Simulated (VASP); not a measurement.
Set up this calculation in VASP 6.6.1, as the native input.

| Property | Result |
| --- | --- |
| Task | density of states |
| Functional | PBE |
| Potentials or basis | VASP PAW PBE potentials, release 64 (Zn, Ga_d, O) |
| Cutoff | 520 eV |
| k mesh | 10 × 10 × 4 |
| Occupations | gaussian, width 0.1 eV |
| Spin | no spin polarisation |
| k mesh for the DOS | 15 × 15 × 6 |
| Occupations for the DOS | tetrahedron |
| Further INCAR settings | ALGO = Normal; EDIFF = 1e-06; NBANDS = 43 |

The system is Zn2Ga2O3.

```
CELL_PARAMETERS angstrom
3.21318 0.00000 0.00000
-1.60659 2.78269 0.00000
0.00000 0.00000 11.54885
ATOMIC_POSITIONS crystal
Zn 0.00000 0.00000 0.00000
Zn 0.33333 0.66667 0.50000
Ga 0.00000 0.00000 0.21564
Ga 0.00000 0.00000 0.78436
O 0.33333 0.66667 0.27703
O 0.33333 0.66667 0.72297
O 0.00000 0.00000 0.50000
```

The cell was built by a generator and needn't be a form met in nature.

One way to write it, as run:

POSCAR

```
Zn2Ga2O3
1.0
    3.2131780000      0.0000000000      0.0000000000
   -1.6065890000      2.7826930000      0.0000000000
    0.0000000000      0.0000000000     11.5488500000
Zn Ga O
2 2 3
Direct
    0.0000000000      0.0000000000      0.0000000000
    0.3333330000      0.6666670000      0.5000000000
    0.0000000000      0.0000000000      0.2156360000
    0.0000000000      0.0000000000      0.7843640000
    0.3333330000      0.6666670000      0.2770300000
    0.3333330000      0.6666670000      0.7229700000
    0.0000000000      0.0000000000      0.5000000000
```

INCAR.step1

```
ALGO     = Normal         # electronic algorithm
EDIFF    = 1E-6           # SCF threshold, eV
ENCUT    = 520            # plane-wave cutoff, eV
GGA      = PE             # functional
ISIF     = 2              # what is computed and relaxed
ISMEAR   = 0              # smearing method
KPAR     = 2            
LASPH    = True           # aspherical terms in the spheres
LCHARG   = True           # write CHGCAR
LREAL    = False          # projectors in reciprocal space
LWAVE    = False          # write WAVECAR
NBANDS   = 43             # bands
NELM     = 60             # most SCF steps
PREC     = Accurate       # precision mode
SIGMA    = 0.1            # smearing width, eV
```

KPOINTS.step1

```
k-points
0
Gamma
  10 10 4
```

INCAR.step2

```
ALGO     = Normal         # electronic algorithm
EDIFF    = 1E-6           # SCF threshold, eV
ENCUT    = 520            # plane-wave cutoff, eV
GGA      = PE             # functional
ICHARG   = 11             # starting density
ISIF     = 2              # what is computed and relaxed
ISMEAR   = -5             # smearing method
KPAR     = 2            
LASPH    = True           # aspherical terms in the spheres
LCHARG   = False          # write CHGCAR
LORBIT   = 11             # projections on sites
LREAL    = False          # projectors in reciprocal space
LWAVE    = False          # write WAVECAR
NBANDS   = 43             # bands
NEDOS    = 1001           # points of the DOS
NELM     = 60             # most SCF steps
PREC     = Accurate       # precision mode
SIGMA    = 0.1            # smearing width, eV
```

KPOINTS.step2

```
k-points
0
Gamma
  15 15 6
```

Potentials or basis: VASP PAW PBE potentials, release 64 (Zn, Ga_d, O).

The run is started by

```bash
$ cat potpaw_PBE.64/Zn/POTCAR potpaw_PBE.64/Ga_d/POTCAR potpaw_PBE.64/O/POTCAR > POTCAR
$ cp INCAR.step1 INCAR
$ cp KPOINTS.step1 KPOINTS
$ mpirun -np 2 vasp_std > vasp.out
$ cp INCAR.step2 INCAR
$ cp KPOINTS.step2 KPOINTS
$ mpirun -np 2 vasp_std > vasp.out
```

Results of the run:

```json
{
 "Valence electrons inside the program's atomic spheres": "Zn 10.70, 10.94; Ga 11.58; O 4.98, 5.03"
}
```

Wall time 2.9 min on 2 MPI ranks on Intel(R) Xeon(R) Platinum 8559C (Emerald Rapids), on a shared host, peak memory 0.49 GiB a rank.
